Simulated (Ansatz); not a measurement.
Take InN in the wurtzite structure (space group P6_3mc, No. 186) as the base.

```yaml
crystal:
  lattice:
    - [3.53693, 0.00000, 0.00000]
    - [-1.76847, 3.06307, 0.00000]
    - [0.00000, 0.00000, 5.71356]
  atoms:
    - { symbol: In, position: [0.66667, 0.33333, 0.00203] }
    - { symbol: In, position: [0.33333, 0.66667, 0.50203] }
    - { symbol: N, position: [0.66667, 0.33333, 0.62317] }
    - { symbol: N, position: [0.33333, 0.66667, 0.12317] }
```

Cartesian axes are those of the cell as printed.

Method: Ansatz (a quantum-chemistry and plane-wave program) PBEsol, scalar-relativistic without spin-orbit coupling.

For the base:

```
Quantity   Result
--------  -------
Pressure  0.0 GPa
```

Perturbation: uniaxial strain ε_xx = −3.11 %, all other strain components held at zero, atoms relaxed at fixed cell.

Problem. Predict the new energy relative to the base and pressure.

Solution. The energy increases by 10 meV/atom; the pressure (mean of the normal stresses, compression positive) goes from zero to 4.6 GPa.

Whether these cells are dynamically stable was not tested. All final runs are without spin polarisation. Gaps under 0.05 eV, about the width of the smearing, are given as zero.
